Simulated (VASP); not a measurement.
# Sc (P6_3/mmc) in VASP: settings compared, part 2 of 2

VASP 6.6.1. The steps go on from the part before.

### Step 5. Single point, PBEsol0

The input, POSCAR:

```
Sc
3.309
    1.000000000000      0.000000000000      0.000000000000
   -0.500000000000      0.866025403778      0.000000000000
    0.000000000000      0.000000000000      1.593623451194
Sc
2
Direct
    0.6666666667      0.3333333333      0.7500000000
    0.3333333333      0.6666666667      0.2500000000
```

The input, INCAR.step1:

```
SYSTEM = Sc
PREC     = Accurate       ! precision mode
ENCUT    = 500            ! plane-wave cutoff, eV
EDIFF    = 1E-5           ! SCF threshold, eV
ISMEAR   = 1              ! smearing method
SIGMA    = 0.2            ! smearing width, eV
LREAL    = .False.        ! projectors in reciprocal space
LASPH    = .True.         ! aspherical terms in the spheres
NELM     = 80             ! most SCF steps
ALGO     = Normal         ! electronic algorithm
ISIF     = 2              ! what is computed and relaxed
LWAVE    = .True.         ! write WAVECAR
LCHARG   = .False.        ! write CHGCAR
GGA      = PE             ! functional
```

The input, INCAR.step2:

```
SYSTEM = Sc
PREC     = Accurate       ! precision mode
ENCUT    = 500            ! plane-wave cutoff, eV
EDIFF    = 1E-6           ! SCF threshold, eV
ISMEAR   = 1              ! smearing method
SIGMA    = 0.2            ! smearing width, eV
LREAL    = .False.        ! projectors in reciprocal space
LASPH    = .True.         ! aspherical terms in the spheres
NELM     = 80             ! most SCF steps
ALGO     = Normal         ! electronic algorithm
ISIF     = 2              ! what is computed and relaxed
LWAVE    = .False.        ! write WAVECAR
LCHARG   = .False.        ! write CHGCAR
GGA      = PS             ! functional
LHFCALC  = .True.         ! exact exchange
AEXX     = 0.25           ! exact-exchange fraction
PRECFOCK = Fast         
ISTART   = 1
```

The input, KPOINTS:

```
Automatic mesh
0
Gamma
  5 5 3
  0 0 0
```

Potentials or basis: VASP PAW PBE potentials, release 54 (Sc_sv).

Started as:

```sh
$ cat potpaw_PBE.54/Sc_sv/POTCAR > POTCAR
$ cp INCAR.step1 INCAR
$ mpirun -np 1 vasp_std > vasp.out
$ cp INCAR.step2 INCAR
$ mpirun -np 1 vasp_std > vasp.out
```

OUTCAR:

```text
SYSTEM = Sc
   PREC = Accurate
   ENCUT = 500
   EDIFF = 1E-6
   ISMEAR = 1
   LREAL = .False.
   LASPH = .True.
   NELM = 80
   ISIF = 2
   GGA = PS
   LHFCALC = .True.
   AEXX = 0.25
   PRECFOCK = Fast
   ISTART = 1

 ion  position               nearest neighbor table
   1  0.667  0.333  0.750-   2 3.26   2 3.26   2 3.26   2 3.26   2 3.26   2 3.26
   2  0.333  0.667  0.250-   1 3.26   1 3.26   1 3.26   1 3.26   1 3.26   1 3.26

  LATTYP: Found a hexagonal cell.
 ALAT       =     3.3090000000
 C/A-ratio  =     1.5936234512
[... 365 lines left out ...]

  FORCE on cell =-STRESS in cart. coord.  units (eV):
  Direction    XX          YY          ZZ          XY          YZ          ZX
  --------------------------------------------------------------------------------------
  -------------------------------------------------------------------------------------
  Total       -0.3211148     -0.3211148     -0.1884040      0.0000000      0.0000000      0.0000000
  in kB      -10.2887897    -10.2887897     -6.0366222      0.0000000      0.0000000      0.0000000
  external PRESSURE =      -8.8714005 kB  Pullay stress =       0.0000000 kB

 VOLUME and BASIS-vectors are now :
 -----------------------------------------------------------------------------
  energy-cutoff  :      500.00
  volume of cell :       50.00
      direct lattice vectors                 reciprocal lattice vectors
     3.309000000  0.000000000  0.000000000     0.302206105  0.174478776  0.000000000
    -1.654500000  2.865678061  0.000000000     0.000000000  0.348957552  0.000000000
     0.000000000  0.000000000  5.273300000     0.000000000  0.000000000  0.189634574

 POSITION                                       TOTAL-FORCE (eV/Angst)
 -----------------------------------------------------------------------------------
      1.65450      0.95523      3.95498         0.000000      0.000000      0.000000
     -0.00000      1.91045      1.31833        -0.000000     -0.000000     -0.000000
 -----------------------------------------------------------------------------------
    total drift:                                0.000000     -0.000000     -0.000000

  FREE ENERGIE OF THE ION-ELECTRON SYSTEM (eV)
  ---------------------------------------------------
  free  energy   TOTEN  =       -16.9106025589 eV

  energy  without entropy=      -16.9138411943  energy(sigma->0) =      -16.91168210
```

OUTCAR.step1:

```text
SYSTEM = Sc
   PREC = Accurate
   ENCUT = 500
   EDIFF = 1E-5
   ISMEAR = 1
   LREAL = .False.
   LASPH = .True.
[... 388 lines left out ...]
      1.65450      0.95523      3.95498         0.000000     -0.000000      0.000000
     -0.00000      1.91045      1.31833        -0.000000      0.000000      0.000000
 -----------------------------------------------------------------------------------
    total drift:                               -0.000000      0.000000     -0.000000

  FREE ENERGIE OF THE ION-ELECTRON SYSTEM (eV)
  ---------------------------------------------------
  free  energy   TOTEN  =       -12.4522206331 eV

  energy  without entropy=      -12.4292118093  energy(sigma->0) =      -12.44455103
```

OSZICAR.step1:

```text
N       E                     dE             d eps       ncg     rms          rms(c)
DAV:   1     0.397319332731E+03    0.39732E+03   -0.10879E+04   300   0.153E+03
DAV:   2     0.102379539640E+02   -0.38708E+03   -0.38192E+03   443   0.676E+02
DAV:   3    -0.134391527874E+02   -0.23677E+02   -0.23307E+02   504   0.189E+02
DAV:   4    -0.138956292967E+02   -0.45648E+00   -0.45455E+00   456   0.256E+01
DAV:   5    -0.139016819087E+02   -0.60526E-02   -0.60495E-02   513   0.297E+00    0.747E+00
DAV:   6    -0.126224950429E+02    0.12792E+01   -0.30024E+00   377   0.224E+01    0.224E+00
DAV:   7    -0.124638980030E+02    0.15860E+00   -0.72356E-01   398   0.100E+01    0.895E-01
DAV:   8    -0.124544841767E+02    0.94138E-02   -0.39188E-02   412   0.292E+00    0.291E-01
DAV:   9    -0.124522196423E+02    0.22645E-02   -0.13391E-02   398   0.139E+00    0.308E-02
DAV:  10    -0.124522251656E+02   -0.55233E-05   -0.19168E-04   499   0.218E-01    0.924E-03
DAV:  11    -0.124522206331E+02    0.45325E-05   -0.53682E-06   304   0.271E-02
   1 F= -.12452221E+02 E0= -.12444551E+02  d E =-.230088E-01
```

It took 6 min on 1 thread of Intel Xeon Platinum 8488C (Sapphire Rapids), shared host; peak memory 0.16 GiB.

What came out:

| Quantity | Value |
| --- | --- |
| Free energy | -16.9106 eV |
| Pressure | -0.9 GPa |
| Band gap on the k mesh | none (metal or under the smearing width) |

Stress tensor (GPa, compression positive):
```
-1.03  0.00  0.00
 0.00 -1.03  0.00
 0.00  0.00 -0.60
```

Caveat: the k mesh is coarse (spacing up to 0.44 Å⁻¹), so the values aren't converged, least of all with exact exchange; the PAW data sets were made with another functional, which shifts forces and pressure a little.

### Step 6. For comparison

An earlier run on the cell as given: functional PBE; potentials or basis VASP PAW PBE potentials, release 64 (Sc_sv); cutoff 520 eV; k mesh 9 × 9 × 5; occupations fermi-dirac, width 0.05 eV; no spin polarisation.

* Pressure: -0.6 GPa
* Band gap on the k mesh: none (metal or under the smearing width)

### Step 7. Overview

```tsv
level	potentials or basis	k mesh	cutoff (eV)	smearing	grid for exact exchange (PRECFOCK)	exchange at q = 0	mesh quality	gap on the mesh (eV)	pressure (GPa)
PBE	VASP PAW PBE potentials, release 64 (Sc_sv)	9 × 9 × 5	500	gaussian 0.1 eV	-	-	not flagged	none	-0.7
RPBE	VASP PAW PBE potentials, release 64 (Sc_sv_GW)	9 × 9 × 5	550	gaussian 0.05 eV	-	-	not flagged	none	0.6
PBEsol0	VASP PAW PBE potentials, release 54 (Sc_sv)	5 × 5 × 3	500	methfessel-paxton 0.2 eV	Fast	default	coarse	none	-0.9
PBE	VASP PAW PBE potentials, release 64 (Sc_sv)	9 × 9 × 5	520	fermi-dirac 0.05 eV	-	-	not flagged	none	-0.6
```

Alike in all rows: task single point; no spin polarisation; cell as given.

Caveats: some runs use coarse meshes; the PAW data sets were made with another functional, which shifts forces and pressure a little (some runs).

Absolute energies hang on the potentials; compare differences alone.
